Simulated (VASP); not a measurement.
# InP (F-43m) in VASP: further runs, part 2 of 2

VASP 6.6.1. The steps go on from the part before.

### Step 4. Single point, PBE, non-collinear spin, zero start, spin-orbit coupling

This run uses another cell than the first one, of 25.77 Å³/atom, 0.974 times its volume.

The input, INCAR:

```
SYSTEM = InP
PREC = Accurate ; ENCUT = 520
EDIFF = 1E-6 ; ISMEAR = -1
SIGMA = 0.02 ; LREAL = .FALSE.
LASPH = .TRUE. ; NELM = 150
ALGO = Normal ; ISIF = 2
LWAVE = .FALSE. ; LCHARG = .FALSE.
MAGMOM = 0 0 0 0 0 0 ; LORBIT = 11
LSORBIT = .TRUE. ; GGA_COMPAT = .FALSE.
LORBMOM = .TRUE. ; GGA = PE
NBANDS = 30
```

The input, KPOINTS:

```
regular mesh
0
G
  8 8 8
  0 0 0
```

The input, POSCAR:

```
InP
1.0
    0.0000000000      2.9538132889      2.9538132889
    2.9538132889      0.0000000000      2.9538132889
    2.9538132889      2.9538132889      0.0000000000
In P
1 1
Direct
    0.0000000000      0.0000000000      0.0000000000
    0.2500000000      0.2500000000      0.2500000000
```

Potentials or basis: VASP PAW PBE potentials, release 64 (In_d, P).

Command:

```console
cat potpaw_PBE.64/In_d/POTCAR potpaw_PBE.64/P/POTCAR > POTCAR
mpirun -np 1 vasp_ncl > vasp.out
```

OUTCAR:

```text
SYSTEM = InP
   PREC = Accurate
   ENCUT = 520
   EDIFF = 1E-6
   ISMEAR = -1
   LREAL = .FALSE.
   LASPH = .TRUE.
   NELM = 150
   ISIF = 2
   LORBIT = 11
   LSORBIT = .TRUE.
   GGA = PE

 ion  position               nearest neighbor table
   1  0.000  0.000  0.000-   2 2.56   2 2.56   2 2.56   2 2.56
   2  0.250  0.250  0.250-   1 2.56   1 2.56   1 2.56   1 2.56

  LATTYP: Found a face centered cubic cell.
 ALAT       =     5.9076265778

  Lattice vectors:

 A1 = (   0.0000000000,   2.9538132889,   2.9538132889)
 A2 = (   2.9538132889,   0.0000000000,   2.9538132889)
 A3 = (   2.9538132889,   2.9538132889,   0.0000000000)

[... 1083 lines left out ...]
     0.0000000     0.0000000     0.0000000     0.0000000     0.0000000
 l=   3
     0.0000000     0.0000000     0.0000000     0.0000000     0.0000000     0.0000000     0.0000000
     0.0000000     0.0000000     0.0000000     0.0000000     0.0000000     0.0000000     0.0000000
     0.0000000     0.0000000     0.0000000     0.0000000     0.0000000     0.0000000     0.0000000
     0.0000000     0.0000000     0.0000000     0.0000000     0.0000000     0.0000000     0.0000000
     0.0000000     0.0000000     0.0000000     0.0000000     0.0000000     0.0000000     0.0000000
     0.0000000     0.0000000     0.0000000     0.0000000     0.0000000     0.0000000     0.0000000
     0.0000000     0.0000000     0.0000000     0.0000000     0.0000000     0.0000000     0.0000000

 total charge

# of ion       s       p       d       tot
------------------------------------------
    1        0.826   0.744   9.897  11.467
    2        1.032   1.483   0.000   2.515
--------------------------------------------------
tot          1.858   2.228   9.897  13.982

 magnetization (x)

# of ion       s       p       d       tot
------------------------------------------
    1        0.000   0.000  -0.000  -0.000
    2        0.000  -0.000   0.000  -0.000
--------------------------------------------------
tot          0.000  -0.000  -0.000  -0.000

 magnetization (y)

# of ion       s       p       d       tot
------------------------------------------
    1       -0.000   0.000   0.000  -0.000
    2       -0.000   0.000   0.000  -0.000
--------------------------------------------------
tot         -0.000   0.000   0.000  -0.000

 magnetization (z)

# of ion       s       p       d       tot
------------------------------------------
    1        0.000  -0.000  -0.000  -0.000
    2        0.000   0.000   0.000   0.000
--------------------------------------------------
tot          0.000   0.000  -0.000   0.000
```

OSZICAR:

```text
N       E                     dE             d eps       ncg     rms          rms(c)
DAV:   1     0.158151875070E+03    0.15815E+03   -0.79468E+03  2592   0.135E+03
DAV:   2     0.913545837164E+01   -0.14902E+03   -0.14197E+03  2610   0.367E+02
DAV:   3    -0.803186647450E+01   -0.17167E+02   -0.16865E+02  3114   0.129E+02
DAV:   4    -0.880458329646E+01   -0.77272E+00   -0.77069E+00  3104   0.272E+01
DAV:   5    -0.884488726243E+01   -0.40304E-01   -0.40298E-01  3968   0.595E+00    0.554E+00
DAV:   6    -0.845525805780E+01    0.38963E+00   -0.52940E-01  3700   0.136E+01    0.323E+00
DAV:   7    -0.843479257072E+01    0.20465E-01   -0.24639E-01  4016   0.356E+00    0.138E+00
DAV:   8    -0.843418711834E+01    0.60545E-03   -0.17673E-02  3902   0.187E+00    0.759E-01
DAV:   9    -0.843488371400E+01   -0.69660E-03   -0.19968E-03  3002   0.321E-01    0.199E-01
DAV:  10    -0.843497728661E+01   -0.93573E-04   -0.10155E-03  3644   0.570E-01    0.116E-01
DAV:  11    -0.843512532492E+01   -0.14804E-03   -0.30742E-04  3290   0.203E-01    0.171E-02
DAV:  12    -0.843513514013E+01   -0.98152E-05   -0.31914E-05  3226   0.432E-02    0.171E-02
DAV:  13    -0.843513531930E+01   -0.17917E-06   -0.26690E-06  3290   0.145E-02
   1 F= -.84351353E+01 E0= -.84351353E+01  d E =-.323481E-08  mag=    -0.0000    -0.0000     0.0000
```

stdout:

```text
POSCAR found type information on POSCAR InP
 POSCAR found :  2 types and       2 ions
 scaLAPACK will be used
 LDA part: xc-table for (Slater+PW92), standard interpolation
 POSCAR, INCAR and KPOINTS ok, starting setup
 FFT: planning ... GRIDC
 FFT: planning ... GRID_SOFT
 FFT: planning ... GRID
 WAVECAR not read
 entering main loop
```

Run time: 73 s. Hardware: 1 thread of Intel Xeon 6975P-C (Granite Rapids), shared host; peak memory 0.36 GiB.

Results:

```
Free energy                                           : -8.4351 eV
Pressure                                              : 1.6 GPa
Net moment                                            : 0.00 μB per cell
Valence electrons inside the program's atomic spheres : In 11.47; P 2.52
```

Moments on the atoms (μB; x, y, z):
```
In  0.00 0.00 0.00
P   0.00 0.00 0.00
```

### Step 5. The runs side by side

| task | spin | cell | cutoff (eV) | gap on the mesh (eV) | pressure (GPa) |
| --- | --- | --- | --- | --- | --- |
| single point | off | F-43m, 26.46 Å³/atom | 520 | 0.44 | -0.1 |
| relaxation of cell and atoms | off | relaxed | 600 | 0.44 | 0.0 |
| single point | non-collinear, zero start, SOC | F-43m, 25.77 Å³/atom | 520 | - | 1.6 |

Alike in all rows: level PBE; potentials or basis VASP PAW PBE potentials, release 64 (In_d, P); k mesh 8 × 8 × 8; smearing fermi-dirac 0.02 eV.

Caveats: spin-orbit coupling is left out, which moves the levels of the heavy elements (some runs).

Total energies depend on the potentials used, so only differences within one code and one set of settings carry meaning.

### Step 6. Against experiment

Step 2. A measured gap of InP is 1.4236 eV (direct; 1.6 K; a printed reference work, data compilation); the calculated 0.44 eV misses it by -0.99 eV. Spin-orbit coupling on In is left out. The value is that of PBE, without temperature or zero-point motion. Semilocal functionals fall short of measured gaps as a rule.
